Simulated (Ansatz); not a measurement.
The system is FeO.

```
Fe O
1.0
    -1.60210    1.60210    2.08339
     1.60210   -1.60210    2.08339
     1.60210    1.60210   -2.08339
Fe O
1 1
Direct
  0.00000 0.00000 0.00000
  0.50000 0.50000 0.00000
```

The cell comes from a database or a generator and needn't be the stable form of this composition.

Alike in all runs: program Ansatz 0.2.0; functional PBE; potentials or basis Ansatz PAW; cutoff 420 eV (not typed: the program's choice for these potentials); k mesh 12 × 12 × 12; occupations fermi-dirac, width 0.05 eV.

The same cell was started in several ways:

```tsv
start	free energy over the lowest (meV/atom)	net moment (μB)	site or absolute moments (μB)	gap
collinear spin, ferromagnetic start of up to 4.5 μB	0.0	4.00	Fe +3.40; O +0.31	none (metal or under the smearing width)
collinear spin, ferromagnetic start of up to 3 μB	0.0	4.00	Fe +3.40; O +0.31	none (metal or under the smearing width)
collinear spin, random start of up to 2.68 μB	0.0	-4.00	Fe -3.40; O -0.31	none (metal or under the smearing width)
no spin polarisation	789.6	-	-	none (metal or under the smearing width)
```

Allowing spin polarisation gains 790 meV/atom. A still lower state may exist.

Caveats: semilocal functionals often make such compounds metallic where correlation or magnetic order opens a gap, which also shifts bond lengths; a cell with one magnetic atom can't hold antiferromagnetic order, which such compounds often take (some runs).
